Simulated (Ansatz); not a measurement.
# PtS2 (P-3m1) in Ansatz: reference runs

How does PtS2 come out in PBEsol? The cell is run as given and disturbed.

Everything below comes from runs of Ansatz 0.2.0. Logs are shortened: lines on timing, memory, paths and dates and some standing lists are left out, and cuts for length are marked.

### Step 1. The crystal as given

It takes space group P-3m1 (No. 164, trigonal). The conventional cell has a = 3.543 Å, b = 3.543 Å, c = 5.039 Å, α = 90.00°, β = 90.00°, γ = 120.00°. Pt (site symmetry -3m) has 6 S at 2.34 Å as nearest neighbours. S (site symmetry 3m) is surrounded by 3 Pt at 2.34 Å.

### Step 2. Single point, PBEsol

Input file input.yaml:

```yaml
crystal:
  lattice:
    - [3.5432, 0.0, 0.0]
    - [-1.7716, 3.0685012107, 0.0]
    - [0.0, 0.0, 5.0388]
  atoms:
    - { symbol: Pt, position: [0.0, 0.0, 0.0] }
    - { symbol: S, position: [0.6666666667, 0.3333333333, 0.773] }
    - { symbol: S, position: [0.3333333333, 0.6666666667, 0.227] }
kpoints:
  mp_grid: { grid: [9, 9, 5] }
scf:
  occupations: { method: fermi_dirac, width: 0.05 }
hamiltonian:
  xc: pbesol
  pseudopotentials: { kind: all_electron, lapw: { basis_error: 0.001 } }
output:
  forces: true
  stress: true
  eigenvalues: true
  populations: true
```

Potentials or basis: all-electron LAPW, scalar-relativistic.

Run with:

```console
ansatz run input.yaml --threads 2 --pin off --max-ram 8192MiB --backend cpu --events-out ev --progress --plain --runs-dir out
```

Standard output:

```text
Warning: RAYON_NUM_THREADS=2 ignored (pool sized by the plan → 2); use --threads N
Pt: projections on atomic orbitals take those of the free atom 1s2 2s2 2p6 3s2 3p6 3d10 4s2 4p6 4d10 4f14 5s2 5p6 5d9 6s1, of charge +0.00 (hamiltonian.pseudopotentials.projection_atoms)
S: projections on atomic orbitals take those of the free atom 1s2 2s2 2p6 3s2 3p4, of charge +0.00 (hamiltonian.pseudopotentials.projection_atoms)
LAPW: plane waves up to 8.854 Å⁻¹, error target 1.0e-3 eV per atom; small_component_spin mean_spin; S in spheres of 1.015 Å, 14 of its electrons in bands, Dirac shells []; Pt in spheres of 1.329 Å, 42 of its electrons in bands, Dirac shells [] (how accurate: hamiltonian.pseudopotentials.lapw.basis_error, Limitations)
Engine: ansatz 0.2.0, x86_64-unknown-linux-gnu
Pseudopotentials: kind: all_electron
Pseudopotential: Pt, LAPW, valence charge 42, lapw/all_electron/scalar/gaussian/Pt, Koelling and Harmon's equation, gaussian nucleus
Pseudopotential: S, LAPW, valence charge 14, lapw/all_electron/scalar/gaussian/S, Koelling and Harmon's equation, gaussian nucleus
Functional definition: PBEsol
  exchange = pbesol_x
  correlation = pbesol_c
Crystal: 3 atoms, lattice volume = 54.783 Å³
Basis set: ecut = 298.6852481327642 eV, 615 PW (Γ), exchange–correlation at level 2
Bands: 42, of which v1, the nominal top of the filled ones, is band 35 counted from 1 (34 counted from 0)
Symmetry: 12 space group operations
Space group: P-3m1 (ITA 164), of the structure as read, at distance tolerance 3.8e-5 Å
k-points: 50 of 405
Non-local potential: Pt, projectors of the file, none
Non-local potential: S, projectors of the file, none
Initial density: superposition of atomic densities (chi_scale 0.1, normalization cell, long waves kept (reshape's long-wave potential 0.03 eV rms))
Initial wavefunctions: plane waves of lowest kinetic energy (no species holds an atomic orbital)
Functional: x = pbesol(κ = 0.804, μ = 0.12345679012345678), c = pbesol(β = 0.046)
iter 1 solved again at ethr=3.71e-3 eV; its pass at ethr=1.00e-1 eV (dr2=2.60e0 eV) is discarded
SCF iter   1: F=—  HF=-522511.771526 eV  |F-HF|=—  |Δ(HF+E_count)|=         —  Δρ=5.61e-2  dr2=2.60e0  ethr=3.71e-3  ⟨swp⟩=2.0  Hψ=13716  notcnv=0
preconditioner: auto → Resta (q_TF=auto, 2.842 Å⁻¹)  ε∞=5.0  [insulator: Δε(μ)=1.469 eV  Ē_g=11.804 eV  σ=0.050 eV  W_gap=1.00  n_scr=22 (ndim 8)  ℏωp=23.5 eV  f_vac=0.158  D(μ)=0.00/eV (n_scr^D=0)  ε∞_Penn≈5.0]
SCF iter   2: F=—  HF=-522511.060546 eV  |F-HF|=—  |Δ(HF+E_count)|=   7.11e-1  Δρ=3.20e-2  dr2=1.02e0  ethr=3.71e-3  ⟨swp⟩=3.0  Hψ=6280  notcnv=0
iter 3 solved again at ethr=9.24e-5 eV; its pass at ethr=1.46e-3 eV (dr2=6.47e-2 eV) is discarded
SCF iter   3: F=—  HF=-522510.405322 eV  |F-HF|=—  |Δ(HF+E_count)|=   6.55e-1  Δρ=1.33e-2  dr2=6.47e-2  ethr=9.24e-5  ⟨swp⟩=2.0  Hψ=10584  notcnv=0
SCF iter   4: F=—  HF=-522510.395199 eV  |F-HF|=—  |Δ(HF+E_count)|=         —  Δρ=3.89e-3  dr2=1.04e-2  ethr=9.24e-5  ⟨swp⟩=2.0  Hψ=5886  notcnv=0
the basis was enlarged: its passes take 3.0 MiB over the memory plan, 2 of 2 planned eigensolver slots
SCF iter   5: F=—  HF=-522510.390561 eV  |F-HF|=—  |Δ(HF+E_count)|=   4.64e-3  Δρ=1.31e-3  dr2=1.27e-3  ethr=1.48e-5  ⟨swp⟩=2.0  Hψ=5875  notcnv=0
SCF iter   6: F=—  HF=-522510.390830 eV  |F-HF|=—  |Δ(HF+E_count)|=   2.69e-4  Δρ=4.58e-4  dr2=1.63e-4  ethr=1.81e-6  ⟨swp⟩=2.1  Hψ=5938  notcnv=0
SCF iter   7: F=—  HF=-522510.390864 eV  |F-HF|=—  |Δ(HF+E_count)|=   3.34e-5  Δρ=1.57e-4  dr2=2.17e-5  ethr=2.33e-7  ⟨swp⟩=3.0  Hψ=6008  notcnv=0
SCF iter   8: F=—  HF=-522510.390869 eV  |F-HF|=—  |Δ(HF+E_count)|=   5.73e-6  Δρ=3.95e-5  dr2=1.29e-6  ethr=3.10e-8  ⟨swp⟩=3.0  Hψ=5992  notcnv=0
SCF iter   9: F=-522510.390870 eV  HF=-522510.390870 eV  |F-HF|=9.08e-9  |Δ(HF+E_count)|=   1.14e-6  Δρ=6.58e-6  dr2=4.82e-8  ethr=1.85e-9  ⟨swp⟩=3.0  Hψ=6219  notcnv=0
SCF 1 converged in 9 iterations: F = -522510.390870 eV  dr2 = 4.82e-8
SCF converged after 9 iterations
Free energy (F): -522510.390870 eV
Harris-Foulkes:  -522510.390870 eV  (|F-HF|=9.08e-9)
Internal energy: -522510.390863 eV  (E = F + TS)
E sigma→0 (E₀):  -522510.390867 eV
Entropy (-TS):   -0.000007 eV (-0.002 meV/atom)
Fermi energy:    13.476351 eV
--- Per-component energies (eV) ---
  E_band       = -6365.562915
  E_kinetic    = 590468.433230
  E_xc         = -10914.649039
  E_electrostatic = -1102064.175054  (all electrons and nuclei)
  E_smearing   = -0.000007  (= −TS)
  E_closure    = 0.000000  (closes the sum)
  E_atoms      = -522493.508702  (free atoms, spherical and without spin; not in F)
  Σ components = -522510.390870   (vs F -522510.390870, Δ=0.00e0)
  Basis errors (estimates in eV, not in F): energy 5.0e-4 per atom: plane waves 4.6e-4 (2.7e-4 summed), levels above the bands 4.0e-84, relativity 3.4e-8, radial functions 4.2e-5, core shells 3.9e-7; eigenvalues (radial functions only) 1.1e-6; not estimated: angular momenta, meshes, grids; target (lapw.basis_error) 1.0e-3; muffin-tin radii S 1.015 Å, Pt 1.329 Å
--- Forces (eV/Å), atoms counted from 1 ---
  atom   1  Pt    -0.00000000     0.00000000     0.00000000
  atom   2  S      0.00000000    -0.00000000    -0.95049726
  atom   3  S     -0.00000000     0.00000000     0.95049726
  max |Σ_I F_I| component: 1.04e-17 eV/Å
--- Stress (GPa, compression-positive) ---
        6.669717       0.000000      -0.000000
        0.000000       6.669717       0.000000
       -0.000000       0.000000       5.855528
  P = ⅓ Tr σ = 6.3983 GPa (63.983 kbar)
--- Band table (eV; the first three rows and the last of 50) ---
  k-point 0: bands = ["-291.2081", "-291.2081", "-291.0840", "-291.0840", "-291.0631", "-192.6789", "-192.6789", "-137.7613", "-137.7613", "-137.7613", "-137.7613", "-137.6990", "-137.6989", "-86.5537", "-55.1509", "-55.1270", "-55.1270", "-55.0954", "-55.0446", "-55.0446", "-54.9679", "-40.7844", "-40.7844", "-40.6156", "-2.5829", "0.7160", "5.9241", "5.9241", "6.0452", "8.9949", "8.9949", "11.2016", "11.8690", "11.8690", "12.8846", "15.4599", "15.4599", "17.6392", "18.6104", "20.7598", "20.7598", "24.8482"]
  k-point 1: bands = ["-291.2081", "-291.2081", "-291.0840", "-291.0840", "-291.0631", "-192.6789", "-192.6789", "-137.7613", "-137.7613", "-137.7613", "-137.7613", "-137.6990", "-137.6989", "-86.5537", "-55.1509", "-55.1270", "-55.1270", "-55.0954", "-55.0446", "-55.0446", "-54.9679", "-40.7844", "-40.7844", "-40.6156", "-2.4968", "0.4691", "5.9309", "5.9309", "6.4502", "8.9866", "8.9866", "11.0536", "11.8019", "11.8019", "12.5430", "15.6197", "15.6197", "17.7560", "19.2359", "20.6726", "20.6726", "23.9252"]
  k-point 2: bands = ["-291.2081", "-291.2081", "-291.0840", "-291.0840", "-291.0631", "-192.6789", "-192.6789", "-137.7613", "-137.7613", "-137.7613", "-137.7613", "-137.6990", "-137.6989", "-86.5537", "-55.1509", "-55.1270", "-55.1270", "-55.0954", "-55.0446", "-55.0446", "-54.9679", "-40.7844", "-40.7844", "-40.6156", "-2.3335", "0.0775", "5.9421", "5.9421", "7.1915", "8.9738", "8.9738", "10.5956", "11.6985", "11.6985", "12.1462", "15.8929", "15.8929", "18.2070", "20.1030", "20.4865", "20.4865", "22.5766"]
  k-point 49: bands = ["-291.2081", "-291.2081", "-291.0840", "-291.0840", "-291.0631", "-192.6789", "-192.6789", "-137.7613", "-137.7613", "-137.7613", "-137.7613", "-137.6990", "-137.6990", "-86.5532", "-55.1509", "-55.1270", "-55.1270", "-55.0955", "-55.0446", "-55.0446", "-54.9678", "-40.8012", "-40.8012", "-40.6122", "-0.2475", "-0.2475", "6.3982", "6.4074", "6.4074", "8.5848", "8.5848", "9.3533", "9.5527", "11.1495", "11.1495", "15.0937", "15.0937", "19.9955", "20.7912", "21.1377", "21.1377", "23.4419"]
--- Löwdin populations: 3 sites ---
  site symbol       q [e]
     0     Pt     77.3175
     1      S     16.2167
     2      S     16.2167
  spilling = 0.002264 (of n_electrons = 110.000000)
```

It took 28 s on 2 threads of Intel Xeon at 2.50GHz (Skylake/Cascade Lake), shared host; peak memory 0.49 GiB.

Results:

```
Free energy            : -522510.3909 eV
Pressure               : 6.4 GPa
Largest force          : 0.950 eV/Å
Band gap on the k mesh : 0.96 eV, indirect (least direct gap 1.00 eV)
Loewdin charges        : Pt +0.68; S -0.22 e
```

Forces in eV/Å, atoms in the order of the input:
```
Pt   0.000  0.000  0.000
S    0.000  0.000 -0.950
S    0.000  0.000  0.950
```

Levels at points of the mesh, in eV from the valence-band top:
| k point | band 33 | band 34 | band 35 | band 36 | band 37 | band 38 |
| --- | --- | --- | --- | --- | --- | --- |
| (0.00, 0.00, 0.00) | -1.16 | -1.16 | -0.14 | 2.43 | 2.43 | 4.61 |

Caveat: the atomic charges don't sum to the cell's charge; spin-orbit coupling is left out, which moves the levels of the heavy elements; an odd mesh through Γ misses points on the zone boundary, where band edges often lie.

### Step 3. Single point, PBEsol (atoms moved at random, drawn with an rms of 0.05 Å)

Changes to input.yaml since step 2:

```diff
@@ -6,5 +6,5 @@
   atoms:
-    - { symbol: Pt, position: [0.0, 0.0, 0.0] }
-    - { symbol: S, position: [0.6666666667, 0.3333333333, 0.773] }
-    - { symbol: S, position: [0.3333333333, 0.6666666667, 0.227] }
+    - { symbol: Pt, position: [-0.000574, -0.00651, 0.010049] }
+    - { symbol: S, position: [0.667183, 0.331074, 0.771687] }
+    - { symbol: S, position: [0.335064, 0.671482, 0.234354] }
 kpoints:
```

Potentials or basis: all-electron LAPW, scalar-relativistic.

Run with:

```console
ansatz run input.yaml --threads 2 --pin off --max-ram 8192MiB --backend cpu --events-out ev --progress --plain --runs-dir out
```

Standard output:

```text
Warning: RAYON_NUM_THREADS=2 ignored (pool sized by the plan → 2); use --threads N
Pt: projections on atomic orbitals take those of the free atom 1s2 2s2 2p6 3s2 3p6 3d10 4s2 4p6 4d10 4f14 5s2 5p6 5d9 6s1, of charge +0.00 (hamiltonian.pseudopotentials.projection_atoms)
S: projections on atomic orbitals take those of the free atom 1s2 2s2 2p6 3s2 3p4, of charge +0.00 (hamiltonian.pseudopotentials.projection_atoms)
LAPW: plane waves up to 9.004 Å⁻¹, error target 1.0e-3 eV per atom; small_component_spin mean_spin; S in spheres of 1.003 Å, 14 of its electrons in bands, Dirac shells []; Pt in spheres of 1.310 Å, 42 of its electrons in bands, Dirac shells [] (how accurate: hamiltonian.pseudopotentials.lapw.basis_error, Limitations)
[... 7 set-up lines as earlier in the session ...]
Crystal: 3 atoms, lattice volume = 54.783 Å³
Basis set: ecut = 308.87500289934593 eV, 663 PW (Γ), exchange–correlation at level 2
Bands: 42, of which v1, the nominal top of the filled ones, is band 35 counted from 1 (34 counted from 0)
Symmetry: 1 space group operations
Space group: P1 (ITA 1), of the structure as read, at distance tolerance 3.8e-5 Å
k-points: 203 of 405 (time reversal used)
[... 5 set-up lines as earlier in the session ...]
iter 1 solved again at ethr=3.94e-3 eV; its pass at ethr=1.00e-1 eV (dr2=2.76e0 eV) is discarded
[... 16 lines left out ...]
Harris-Foulkes:  -522510.404992 eV  (|F-HF|=4.02e-9)
Internal energy: -522510.404980 eV  (E = F + TS)
E sigma→0 (E₀):  -522510.404986 eV
Entropy (-TS):   -0.000012 eV (-0.004 meV/atom)
Fermi energy:    13.452479 eV
--- Per-component energies (eV) ---
  E_band       = -6363.916573
  E_kinetic    = 590466.512991
  E_xc         = -10914.255587
  E_electrostatic = -1102062.662384  (all electrons and nuclei)
  E_smearing   = -0.000012  (= −TS)
  E_closure    = -0.000000  (closes the sum)
  E_atoms      = -522493.508702  (free atoms, spherical and without spin; not in F)
  Σ components = -522510.404992   (vs F -522510.404992, Δ=0.00e0)
  Basis errors (estimates in eV, not in F): energy 4.8e-4 per atom: plane waves 4.5e-4 (2.7e-4 summed), levels above the bands 5.7e-84, relativity 4.4e-8, radial functions 3.1e-5, core shells 6.0e-7; eigenvalues (radial functions only) 8.2e-7; not estimated: angular momenta, meshes, grids; target (lapw.basis_error) 1.0e-3; muffin-tin radii S 1.003 Å, Pt 1.310 Å
--- Forces (eV/Å), atoms counted from 1 ---
  atom   1  Pt    -0.16303996     0.46379899    -0.72515012
  atom   2  S      0.02020614    -0.08727217    -0.29945690
  atom   3  S      0.14283444    -0.37652869     1.02458802
  max |Σ_I F_I| component: 1.90e-5 eV/Å
--- Stress (GPa, compression-positive) ---
        5.485515      -0.230277       0.378770
       -0.230277       4.377328      -0.876473
        0.378770      -0.876473       3.981528
  P = ⅓ Tr σ = 4.6148 GPa (46.148 kbar)
--- Band table (eV; the first three rows and the last of 203) ---
  k-point 0: bands = ["-291.1826", "-291.1794", "-291.0567", "-291.0563", "-291.0382", "-192.7269", "-192.6534", "-137.8127", "-137.8083", "-137.7460", "-137.7367", "-137.7295", "-137.6823", "-86.5208", "-55.1210", "-55.1012", "-55.1003", "-55.0628", "-55.0208", "-55.0182", "-54.9407", "-40.7492", "-40.7311", "-40.5940", "-2.4919", "0.7093", "6.0288", "6.0443", "6.0815", "9.0384", "9.0529", "11.1266", "11.8752", "11.9407", "12.9500", "15.3232", "15.3977", "17.5921", "18.5527", "20.7635", "20.8432", "25.0034"]
  k-point 1: bands = ["-291.1826", "-291.1794", "-291.0567", "-291.0563", "-291.0382", "-192.7269", "-192.6534", "-137.8127", "-137.8083", "-137.7460", "-137.7367", "-137.7295", "-137.6823", "-86.5208", "-55.1210", "-55.1012", "-55.1003", "-55.0628", "-55.0208", "-55.0182", "-54.9407", "-40.7492", "-40.7311", "-40.5940", "-2.3979", "0.4488", "6.0466", "6.0828", "6.4580", "9.0300", "9.0440", "10.9915", "11.8053", "11.8605", "12.5676", "15.4961", "15.5639", "17.7426", "19.1793", "20.6856", "20.7493", "24.0580"]
  k-point 2: bands = ["-291.1826", "-291.1794", "-291.0567", "-291.0563", "-291.0382", "-192.7269", "-192.6534", "-137.8127", "-137.8083", "-137.7460", "-137.7367", "-137.7295", "-137.6823", "-86.5208", "-55.1210", "-55.1012", "-55.1003", "-55.0628", "-55.0208", "-55.0182", "-54.9407", "-40.7492", "-40.7311", "-40.5940", "-2.2159", "0.0312", "6.0580", "6.0964", "7.2261", "9.0171", "9.0302", "10.5506", "11.6971", "11.7363", "12.1152", "15.7902", "15.8495", "18.2290", "20.0481", "20.5137", "20.5442", "22.7091"]
  k-point 202: bands = ["-291.1826", "-291.1794", "-291.0567", "-291.0563", "-291.0382", "-192.7269", "-192.6534", "-137.8127", "-137.8083", "-137.7460", "-137.7367", "-137.7295", "-137.6823", "-86.5204", "-55.1209", "-55.1012", "-55.1003", "-55.0629", "-55.0208", "-55.0182", "-54.9406", "-40.7672", "-40.7403", "-40.5913", "-0.8129", "0.0039", "5.8156", "6.6495", "7.3159", "8.3136", "8.7624", "9.7913", "10.4212", "10.5625", "12.2063", "14.0634", "15.1048", "18.4184", "19.6861", "21.0838", "22.6135", "23.0780"]
--- Löwdin populations: 3 sites ---
  site symbol       q [e]
     0     Pt     77.3196
     1      S     16.2332
     2      S     16.2022
  spilling = 0.002227 (of n_electrons = 110.000000)
```

populations.tsv:

```text
# site	symbol	l	j	q
# orbitals = lowdin
# n_electrons = 110.000000
# spilling = 0.002227
# projection_atom_Pt: 1s2 2s2 2p6 3s2 3p6 3d10 4s2 4p6 4d10 4f14 5s2 5p6 5d9 6s1
# projection_atom_S: 1s2 2s2 2p6 3s2 3p4
0	Pt	0_1S	-	2.000000
0	Pt	0_2S	-	1.999990
0	Pt	0_3S	-	1.999883
0	Pt	0_4S	-	1.998803
0	Pt	0_5S	-	1.981245
0	Pt	0_6S	-	0.755698
0	Pt	1_2P	-	6.000000
0	Pt	1_3P	-	5.999999
0	Pt	1_4P	-	5.999984
0	Pt	1_5P	-	5.998345
0	Pt	2_3D	-	10.000000
0	Pt	2_4D	-	9.999975
0	Pt	2_5D	-	8.585665
0	Pt	3_4F	-	13.999984
1	S	0_1S	-	1.999961
1	S	0_2S	-	1.997390
1	S	0_3S	-	1.851022
1	S	1_2P	-	5.999587
1	S	1_3P	-	4.385288
2	S	0_1S	-	1.999956
2	S	0_2S	-	1.997053
2	S	0_3S	-	1.836024
2	S	1_2P	-	5.999534
2	S	1_3P	-	4.369651
```

Wall time 3.4 min (2 threads of Intel Xeon at 2.50GHz (Skylake/Cascade Lake), shared host); peak memory 1 GiB.

What came out:

| Property | Result |
| --- | --- |
| Free energy | -522510.4050 eV |
| Pressure | 4.6 GPa |
| Largest force | 1.101 eV/Å |
| Band gap on the k mesh | 0.83 eV, indirect (least direct gap 0.96 eV) |
| Loewdin charges | Pt +0.68; S -0.23, -0.20 e |

Forces on the atoms (eV/Å):
```
Pt  -0.163  0.464 -0.725
S    0.020 -0.087 -0.299
S    0.143 -0.377  1.025
```

Levels at points of the mesh, in eV from the valence-band top:
| k point | band 32 | band 33 | band 34 | band 35 | band 36 | band 37 | band 38 | band 39 |
| --- | --- | --- | --- | --- | --- | --- | --- | --- |
| (0.00, 0.00, 0.00) | -1.91 | -1.16 | -1.09 | -0.08 | 2.29 | 2.36 | 4.56 | 5.52 |

Caveat: the atomic charges don't sum to the cell's charge; spin-orbit coupling is left out, which moves the levels of the heavy elements; an odd mesh through Γ misses points on the zone boundary, where band edges often lie.
